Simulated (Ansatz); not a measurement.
# Fe (Im-3m) in Ansatz: reference runs, part 2 of 2

Ansatz 0.2.0. Earlier steps stand in the parts before.

### 7 Single point, PBEsol, collinear spin, ferromagnetic start, 12.02 Å³/atom

The input, input.yaml:

```yaml
crystal:
  lattice:
    - [-1.443, 1.443, 1.443]
    - [1.443, -1.443, 1.443]
    - [1.443, 1.443, -1.443]
  atoms:
    - { symbol: Fe, position: [0.0, 0.0, 0.0], spin: 3.0 }
hamiltonian:
  xc: pbesol
  pseudopotentials: { kind: paw }
magnetization:
  spin_polarized: true
kpoints:
  mp_grid: { grid: [13, 13, 13] }
scf:
  occupations: { method: fermi_dirac, width: 0.05 }
output:
  forces: true
  stress: true
  eigenvalues: true
  write_density: true
  write_potential: true
  elf: true
  volumetric_format: npy
```

Potentials or basis: Ansatz PAW.

Command:

```console
> ansatz run input.yaml --threads 2 --pin off --max-ram 5632MiB --backend cpu --events-out ev --progress --plain --runs-dir out
```

Output:

```text
Warning: RAYON_NUM_THREADS=2 ignored (pool sized by the plan → 2); use --threads N
Engine: ansatz 0.2.0, x86_64-unknown-linux-gnu
Pseudopotentials: kind: paw
Pseudopotential: Fe, paw, valence charge 16, recommended cutoff 420 eV (normal), Fe.paw.azcp
Functional definition: PBEsol
  exchange = pbesol_x
  correlation = pbesol_c
Crystal: 1 atoms, lattice volume = 12.019 Å³
Basis set: ecut = 420 eV, 225 PW (Γ), exchange–correlation on 36×36×36 points (8 copies of the dense FFT grid, shifted against one another)
Bands: 14, of which v1, the nominal top of the filled ones, is band 8 counted from 1 (7 counted from 0)
Symmetry: 48 space group operations
Space group: Im-3m (ITA 229), of the structure as read, at distance tolerance 2.3e-5 Å
Magnetic group: BNS 229.140 (UNI 1642), of the structure as read, at distance tolerance 2.3e-5 Å
k-points: 84 of 2197
Non-local potential: Fe, projectors of the file, l = 0: 3, l = 1: 2, l = 2: 3, l = 3: 1
PAW form: soft (Blöchl's): semilocal exchange-correlation on the pseudo side does not see the compensation charge
PAW frozen core: Fe, regenerated for the run's functional, and the local potential with it (the file was generated under x = pbe(κ = 0.804, μ = 0.2195149727645171), c = pbe(β = 0.06672455060314922))
PAW one-centre angular grid: Fe, 590 points (default); XC on 64 Gauss nodes
Initial density: superposition of atomic densities (chi_scale 0.1, normalization cell)
Starting moments: Σ|m| = 3 μB on 1 of 1 site
Initial wavefunctions: pseudopotential atomic-orbital guess
Functional: x = pbesol(κ = 0.804, μ = 0.12345679012345678), c = pbesol(β = 0.046)
SCF iter   1: F=—  HF=-4449.051511 eV  |F-HF|=—  |Δ(HF+E_count)|=         —  Δρ=1.37e-1 (↑1.37e-1 ↓4.76e-2)  dr2=1.77e0  dr2_m=5.51e-1  M=2.121 μB ∫|m|=2.155 μB  β_m=0.30  ethr=3.10e-3  ⟨swp⟩=4.6  Hψ=11203  notcnv=0
Mixer restart at iter 1: flushing history
preconditioner: auto → none  [metal: Δε(μ)=0.042 eV  Ē_g=13.867 eV  σ=0.050 eV  W_gap=0.21  n_scr=0 (ndim 8)  ℏωp=30.3 eV  f_vac=0.000  D(μ)=1.02/eV (n_scr^D=12)]
SCF iter   2: F=—  HF=-4448.221499 eV  |F-HF|=—  |Δ(HF+E_count)|=   8.30e-1  Δρ=3.20e-2 (↑3.20e-2 ↓1.60e-2)  dr2=7.08e-2  dr2_m=3.74e-2  M=2.490 μB ∫|m|=2.554 μB  β_m=0.28  ethr=3.10e-3  ⟨swp⟩=3.2  Hψ=5912  notcnv=0  defer=160
SCF iter   3: F=—  HF=-4448.422613 eV  |F-HF|=—  |Δ(HF+E_count)|=   2.01e-1  Δρ=1.81e-2 (↑1.41e-2 ↓1.81e-2)  dr2=2.54e-3  dr2_m=2.65e-2  M=2.369 μB ∫|m|=2.440 μB  β_m=0.59  ethr=4.42e-4  ⟨swp⟩=2.9  Hψ=4693  notcnv=0  defer=168
SCF iter   4: F=—  HF=-4448.743121 eV  |F-HF|=—  |Δ(HF+E_count)|=   3.21e-1  Δρ=6.57e-3 (↑6.57e-3 ↓5.92e-3)  dr2=8.72e-4  dr2_m=3.54e-3  M=2.286 μB ∫|m|=2.384 μB  β_m=0.70  ethr=1.59e-5  ⟨swp⟩=2.8  Hψ=5068  notcnv=0  defer=170
SCF iter   5: F=—  HF=-4448.767648 eV  |F-HF|=—  |Δ(HF+E_count)|=   2.45e-2  Δρ=4.97e-3 (↑4.97e-3 ↓4.05e-3)  dr2=6.76e-3  dr2_m=1.76e-4  M=2.293 μB ∫|m|=2.403 μB  β_m=0.78  ethr=5.45e-6  ⟨swp⟩=2.7  Hψ=4981  notcnv=0  defer=165
SCF iter   6: F=—  HF=-4448.772412 eV  |F-HF|=—  |Δ(HF+E_count)|=   4.76e-3  Δρ=1.66e-3 (↑1.49e-3 ↓1.66e-3)  dr2=6.75e-6  dr2_m=2.73e-4  M=2.265 μB ∫|m|=2.380 μB  β_m=0.89  ethr=5.45e-6  ⟨swp⟩=2.0  Hψ=4535  notcnv=0  defer=170
SCF iter   7: F=—  HF=-4448.772429 eV  |F-HF|=—  |Δ(HF+E_count)|=   1.65e-5  Δρ=8.49e-4 (↑8.49e-4 ↓8.47e-4)  dr2=2.06e-7  dr2_m=7.92e-5  M=2.262 μB ∫|m|=2.378 μB  β_m=0.94  ethr=4.22e-8  ⟨swp⟩=2.2  Hψ=3163  notcnv=0  defer=170
SCF iter   8: F=—  HF=-4448.772425 eV  |F-HF|=—  |Δ(HF+E_count)|=   3.59e-6  Δρ=1.72e-4 (↑1.72e-4 ↓1.28e-4)  dr2=1.75e-7  dr2_m=2.46e-6  M=2.260 μB ∫|m|=2.376 μB  β_m=0.97  ethr=1.29e-9  ⟨swp⟩=2.0  Hψ=3724  notcnv=0  defer=170
SCF iter   9: F=—  HF=-4448.772425 eV  |F-HF|=—  |Δ(HF+E_count)|=   2.88e-7  Δρ=1.65e-5 (↑1.09e-5 ↓1.65e-5)  dr2=3.30e-9  dr2_m=2.05e-8  M=2.260 μB ∫|m|=2.376 μB  β_m=0.99  ethr=1.09e-9  ⟨swp⟩=2.0  Hψ=3090  notcnv=0  defer=170
SCF iter  10: F=-4448.772425 eV  HF=-4448.772425 eV  |F-HF|=6.02e-9  |Δ(HF+E_count)|=   2.37e-9  Δρ=5.77e-6 (↑5.77e-6 ↓3.43e-6)  dr2=7.16e-9  dr2_m=1.90e-10  M=2.260 μB ∫|m|=2.376 μB  ethr=2.06e-11  ⟨swp⟩=7.1  Hψ=12003  notcnv=0
SCF 1 converged in 10 iterations: F = -4448.772425 eV  dr2 = 7.16e-9
SCF converged after 10 iterations
Magnetization: 2.2601 μB (9.1301 up, 6.8699 down)
Absolute magnetization: 2.3760 μB (∫|ρ↑−ρ↓|, with the PAW one-centre terms)
Spin contamination: 0.0383 ħ² per cell (⟨S²⟩ above its minimum at these occupations)
Per-site moments (μB) at R_I (Å): [(2.307860658883537, 1.0309815925702797)]
Free energy (F): -4448.772425 eV
Harris-Foulkes:  -4448.772425 eV  (|F-HF|=6.02e-9)
Internal energy: -4448.762289 eV  (E = F + TS)
E sigma→0 (E₀):  -4448.767357 eV
Entropy (-TS):   -0.010136 eV (-10.136 meV/atom)
Fermi energy:    17.104714 eV
--- Per-component energies (eV) ---
  E_band       = -231.016390
  E_kinetic    = 348.863343
  E_local      = -2132.900247  (includes V_loc(G=0)·N_el)
  E_nonlocal   = 220.462154
  E_hartree    = 890.403479
  E_xc         = -116.433977
  E_vxc        = -150.516292  (∫ρ·V_xc dr)
  E_paw        = -1335.127159  (= ΣΔE_a)
  E_vpaw       = -297.728080  (= ΣTr[D̂ρ^β])
  E_aug_tail   = 0.000878  (compensation charges beyond the density's cutoff)
  E_ewald      = -2324.209962
  E_core_change = 0.179202  (= ΣΔE_core)
  E_smearing   = -0.010136  (= −TS)
  E_closure    = 0.000000  (closes the sum)
  Σ components = -4448.772425   (vs F -4448.772425, Δ=0.00e0)
--- Forces (eV/Å), atoms counted from 1 ---
  atom   1  Fe    -0.00000000     0.00000000     0.00000000
  max |Σ_I F_I| component: 7.29e-32 eV/Å
--- Stress (GPa, compression-positive) ---
      -17.935575      -0.000000       0.000000
       -0.000000     -17.935575       0.000000
        0.000000       0.000000     -17.935575
  P = ⅓ Tr σ = -17.9356 GPa (-179.356 kbar)
--- Band table (eV; the first three rows and the last of 168) ---
  k-point 0 ↑: bands = ["-70.6158", "-36.5803", "-36.5803", "-36.5803", "8.8530", "14.9048", "14.9048", "14.9048", "16.0718", "16.0718", "40.9114", "40.9114", "40.9114", "46.0199"]
  k-point 1 ↑: bands = ["-70.6122", "-36.6004", "-36.5870", "-36.5802", "9.0881", "14.8431", "14.8991", "15.0270", "16.0121", "16.0768", "39.5051", "40.5806", "40.7634", "45.1100"]
  k-point 2 ↑: bands = ["-70.6022", "-36.6557", "-36.6056", "-36.5801", "9.7659", "14.6750", "14.8516", "15.3763", "15.9079", "16.0934", "36.4974", "39.3929", "40.4364", "42.8650"]
  k-point 83 ↓: bands = ["-67.8056", "-34.2072", "-34.2035", "-34.2035", "14.4318", "14.4524", "19.3338", "19.3338", "19.4262", "26.1292", "27.0765", "27.0765", "33.2824", "33.7364"]
```

rho_z.tsv:

```text
# z_ang	rho[e/angstrom^3]	rho_spin[e/angstrom^3]
# format = ansatz-planar-average/11
# lattice	-1.443000000	1.443000000	1.443000000
# lattice	1.443000000	-1.443000000	1.443000000
# lattice	1.443000000	1.443000000	-1.443000000
# sites	1
# site	26	0.000000000	0.000000000	0.000000000
0.000000	3.263994e0	5.127599e-1
0.138853	3.030962e0	4.750941e-1
0.277705	2.443502e0	3.793794e-1
0.416558	1.745772e0	2.643819e-1
0.555411	1.143045e0	1.634467e-1
0.694264	7.195017e-1	8.991195e-2
[... 10 lines left out ...]
2.221644	2.443502e0	3.793794e-1
2.360497	3.030962e0	4.750941e-1
```

Wall time 1.2 s (2 threads of Intel Xeon 6975P-C (Granite Rapids), shared host); peak memory 0.33 GiB.

What came out:

| Item | Value |
| --- | --- |
| Free energy | -4448.7724 eV |
| Pressure | -17.9 GPa |
| Band gap on the k mesh | none (metal or under the smearing width) |
| Net moment | 2.26 μB per cell |
| Absolute moment | 2.38 μB per cell |
| Site moments | Fe +2.31 μB |

Caveat: the PAW data sets come from PBE, with cores solved anew for the run's functional, which leaves a small shift of forces and pressure.

### 8 Single point, PBEsol, collinear spin, ferromagnetic start, 12.26 Å³/atom (volume scaled by 1.02)

The input, input.yaml:

```yaml
crystal:
  lattice:
    - [-1.4525565699, 1.4525565699, 1.4525565699]
    - [1.4525565699, -1.4525565699, 1.4525565699]
    - [1.4525565699, 1.4525565699, -1.4525565699]
  atoms:
    - { symbol: Fe, position: [0.0, 0.0, 0.0], spin: 3.0 }
hamiltonian:
  xc: pbesol
  pseudopotentials: { kind: paw }
magnetization:
  spin_polarized: true
kpoints:
  mp_grid: { grid: [13, 13, 13] }
scf:
  occupations: { method: fermi_dirac, width: 0.05 }
output:
  forces: true
  stress: true
  eigenvalues: true
```

Command:

```console
> ansatz run input.yaml --threads 2 --pin off --max-ram 5632MiB --backend cpu --events-out ev --progress --plain --runs-dir out
```

Run time: 0.94 s. Hardware: 2 threads of Intel Xeon 6975P-C (Granite Rapids), shared host; peak memory 0.32 GiB.

Results (log left out):

| Property | Result |
| --- | --- |
| Free energy | -4448.7442 eV |
| Pressure | -19.6 GPa |
| Band gap on the k mesh | none (metal or under the smearing width) |
| Net moment | 2.33 μB per cell |
| Absolute moment | 2.45 μB per cell |
| Site moments | Fe +2.38 μB |

Caveat: the PAW data sets come from PBE, with cores solved anew for the run's functional, which leaves a small shift of forces and pressure.

### 9 Single point, PBEsol, collinear spin, ferromagnetic start, 12.50 Å³/atom (volume scaled by 1.04)

input.yaml, as its differences from that of step 8:

```diff
@@ -2,5 +2,5 @@
   lattice:
-    - [-1.4525565699, 1.4525565699, 1.4525565699]
-    - [1.4525565699, -1.4525565699, 1.4525565699]
-    - [1.4525565699, 1.4525565699, -1.4525565699]
+    - [-1.4619890197, 1.4619890197, 1.4619890197]
+    - [1.4619890197, -1.4619890197, 1.4619890197]
+    - [1.4619890197, 1.4619890197, -1.4619890197]
   atoms:
```

Potentials or basis: Ansatz PAW.

Command:

```console
> ansatz run input.yaml --threads 2 --pin off --max-ram 5632MiB --backend cpu --events-out ev --progress --plain --runs-dir out
```

It took 1.3 s on 2 threads of Intel Xeon 6975P-C (Granite Rapids), shared host; peak memory 0.32 GiB.

The run converged. Its results:

* Free energy: -4448.7137 eV
* Pressure: -20.9 GPa
* Band gap on the k mesh: none (metal or under the smearing width)
* Net moment: 2.40 μB per cell
* Absolute moment: 2.52 μB per cell
* Site moments: Fe +2.45 μB

Caveat: the PAW data sets come from PBE, with cores solved anew for the run's functional, which leaves a small shift of forces and pressure.

### 10 Single point, PBEsol, collinear spin, ferromagnetic start, 12.74 Å³/atom (volume scaled by 1.06)

The input, input.yaml:

```yaml
crystal:
  lattice:
    - [-1.4713013028, 1.4713013028, 1.4713013028]
    - [1.4713013028, -1.4713013028, 1.4713013028]
    - [1.4713013028, 1.4713013028, -1.4713013028]
  atoms:
    - { symbol: Fe, position: [0.0, 0.0, 0.0], spin: 3.0 }
hamiltonian:
  xc: pbesol
  pseudopotentials: { kind: paw }
magnetization:
  spin_polarized: true
kpoints:
  mp_grid: { grid: [13, 13, 13] }
scf:
  occupations: { method: fermi_dirac, width: 0.05 }
output:
  forces: true
  stress: true
  eigenvalues: true
  write_density: true
  write_potential: true
  elf: true
  volumetric_format: npy
```

Command:

```console
> ansatz run input.yaml --threads 2 --pin off --max-ram 5632MiB --backend cpu --events-out ev --progress --plain --runs-dir out
```

Run time: 2.2 s. Hardware: 2 threads of Intel Xeon 6975P-C (Granite Rapids), shared host; peak memory 0.32 GiB.

It converged, with:

- Free energy: -4448.6820 eV
- Pressure: -21.2 GPa
- Band gap on the k mesh: none (metal or under the smearing width)
- Net moment: 2.50 μB per cell
- Absolute moment: 2.63 μB per cell
- Site moments: Fe +2.56 μB

Caveat: the PAW data sets come from PBE, with cores solved anew for the run's functional, which leaves a small shift of forces and pressure.

### 11 Equation of state, PBEsol, collinear spin, ferromagnetic start

Potentials or basis: Ansatz PAW.

This step only gathers the single runs of the series.

Results:

```yaml
Equilibrium_volume: "10.86 Å³/atom (rough: see the caveat)"
Bulk_modulus: 275 GPa (rough)
```

Energy against volume, from the lowest point:
| volume (Å³/atom) | energy (meV/atom) |
| --- | --- |
| 11.298 | 0.00 |
| 11.538 | 16.75 |
| 11.778 | 38.41 |
| 12.019 | 63.80 |
| 12.259 | 92.03 |
| 12.499 | 122.55 |
| 12.740 | 154.20 |

Caveat: the fit is doubtful: noisy points or a state that changes with volume; the minimum lies outside the volumes run.

### 12 Summary

| task | cell | gap on the mesh (eV) | pressure (GPa) | moment (μB) |
| --- | --- | --- | --- | --- |
| single point | as given | none | -17.9 | 2.26 |
| single point | cell strained at random at fixed volume | none | -17.7 | 2.27 |
| equation of state | as given | - | - | - |

Alike in all rows: level PBEsol; potentials or basis Ansatz PAW; spin collinear, ferromagnetic start; k mesh 13 × 13 × 13; cutoff (eV) 420; smearing fermi-dirac 0.05 eV.

Caveats: the PAW data sets come from PBE, with cores solved anew for the run's functional, which leaves a small shift of forces and pressure (some runs); so large a pressure means that the cell lies far from this level's equilibrium, or that cutoff or potentials fall short (some runs); the fit is doubtful: noisy points or a state that changes with volume (some runs); the minimum lies outside the volumes run (some runs).

Absolute energies hang on the potentials; compare differences alone.
